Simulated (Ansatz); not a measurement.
A single-point run of Ansatz (plane waves, PAW) on AlGa3As4 as one 8-atom ordering (P-43m) on the zincblende lattice, with the lines that name the functional removed. The cell was relaxed beforehand with r2SCAN.

```cif
data_structure
_symmetry_space_group_name_H-M 'P 1'
_symmetry_Int_Tables_number 1
_cell_length_a 5.6700
_cell_length_b 5.6700
_cell_length_c 5.6700
_cell_angle_alpha 90.000
_cell_angle_beta 90.000
_cell_angle_gamma 90.000
_cell_volume 182.29
loop_
_atom_site_label
_atom_site_type_symbol
_atom_site_fract_x
_atom_site_fract_y
_atom_site_fract_z
_atom_site_occupancy
Al1 Al 0.00000 0.00000 0.00000 1
As1 As 0.24974 0.24974 0.24974 1
Ga1 Ga 0.50000 0.50000 0.00000 1
As2 As 0.75026 0.75026 0.24974 1
Ga2 Ga 0.50000 0.00000 0.50000 1
As3 As 0.75026 0.24974 0.75026 1
Ga3 Ga 0.00000 0.50000 0.50000 1
As4 As 0.24974 0.75026 0.75026 1
```

```
scf.n_extra_bands = 6 over 51 filled bands (N_el = 102.0): the run solves 57 bands
Crystal: 8 atoms, lattice volume = 182.288 Å³
Basis set: ecut = 500 eV, 4625 PW (Γ)
Symmetry: 24 space group operations
Space group: P-43m (ITA 215)
k-points: 10 of 64 (time reversal used)
preconditioner: auto → Resta (q_TF=auto, 2.477 Å⁻¹)  ε∞=3.6  [insulator: Δε(μ)=1.235 eV  ℏωp=21.7 eV]
SCF 1 converged in 8 iterations: F = -31373.478832 eV  dr2 = 7.33e-9
SCF converged after 8 iterations
Free energy (F): -31373.478832 eV
Fermi energy:    7.377868 eV
--- Per-component energies (eV) ---
  E_band       = -1289.505744
  E_kinetic    = 782.063331
  E_local      = -14343.673481
  E_nonlocal   = -1388.468623
  E_hartree    = 7290.684871
  E_xc         = -520.704789
  E_vxc        = -546.915531
  E_paw        = -13877.817669
  E_vpaw       = -401.929540
  E_vtau       = 28.051954
  E_ewald      = -9307.713387
  E_core_change = -7.848949
--- Forces (eV/Å), atoms counted from 1 ---
  atom   1  Al      0.00000      0.00000      0.00000
  atom   2  As      0.00250      0.00250      0.00250
  atom   3  Ga      0.00000      0.00000      0.00000
  atom   4  As    -0.00250    -0.00250      0.00250
  atom   5  Ga      0.00000      0.00000      0.00000
  atom   6  As    -0.00250      0.00250    -0.00250
  atom   7  Ga      0.00000      0.00000      0.00000
  atom   8  As      0.00250    -0.00250    -0.00250
--- Stress (GPa, compression-positive) ---
       -0.003962       0.000000       0.000000
        0.000000      -0.003962       0.000000
        0.000000       0.000000      -0.003962
  P = ⅓ Tr σ = -0.0040 GPa (-0.040 kbar)
--- Band table (eV; the first three rows and the last of 10) ---
  k-point 0: bands = […, 4.7777, 4.7777, 4.7777, 7.3779, 7.3779, 7.3779, 8.6778, 9.1893, 9.1893, 9.1893, …]
  k-point 1: bands = […, 4.4192, 5.0290, 5.0290, 5.6654, 6.7642, 6.7642, 9.2090, 10.0288, 10.2522, 10.2786, …]
  k-point 2: bands = […, 4.1314, 4.1314, 5.6978, 5.6978, 5.8119, 5.8119, 9.7222, 9.9197, 11.1008, 11.1737, …]
  k-point 9: bands = […, 6.2476, 6.3085, 6.3085, 6.3470, 6.3470, 6.3470, 8.8009, 8.8009, 8.8009, 9.8690, …]
```

Levels at the listed points, from bands.tsv (eV from the Fermi energy, bands near the gap, counted from 0):
```tsv
# k_distance	band_46	band_47	band_48	band_49	band_50	band_51	band_52	band_53	band_54
# fermi_ev = 7.377868
# [0, 0, 0] at k_distance = 0.000000
# [0, 0.5, 0] at k_distance = 0.554069
# [0.5, 0.5, 0] at k_distance = 1.108139
# [0.5, 0.5, 0.5] at k_distance = 1.662208
# levels_relative_to = fermi_ev
0.000	-2.600	-2.600	0.000	0.000	0.000	1.300	1.811	1.811	1.811
0.554	-3.247	-1.680	-1.680	-1.566	-1.566	2.344	2.542	3.723	3.796
1.108	-3.230	-1.188	-1.168	-1.168	-1.089	3.074	3.207	3.207	3.634
1.662	-1.069	-1.069	-1.031	-1.031	-1.031	1.423	1.423	1.423	2.491
```
In order the rows are Γ, X, M, R.

Question: Which level of theory was used?
A. PBE
B. r2SCAN
C. LC-ωPBE
D. LDA

Answer: B. r2SCAN. The term E_vtau belongs to a meta-GGA, which reads the kinetic-energy density. There is no exchange loop, so no exact exchange. The stress vanishes on a cell relaxed with r2SCAN. With r2SCAN the gap is 1.30 eV and direct, at Γ. The log narrows the family; the member has to be judged from the numbers.

Command: `ansatz run input.yaml --threads 2 --pin off --max-ram 29491MiB --backend cpu --events-out ev --progress --plain --runs-dir out`. It took 10 s on 2 threads of AMD EPYC 7R13 Processor (Zen 3), with other jobs on the host, load about 0.8 per core; peak host memory 0.96 GiB.

Values at 0 K without nuclear motion; spin polarisation is off, and the phase may be a hypothetical one.

Spin-orbit coupling is left out.
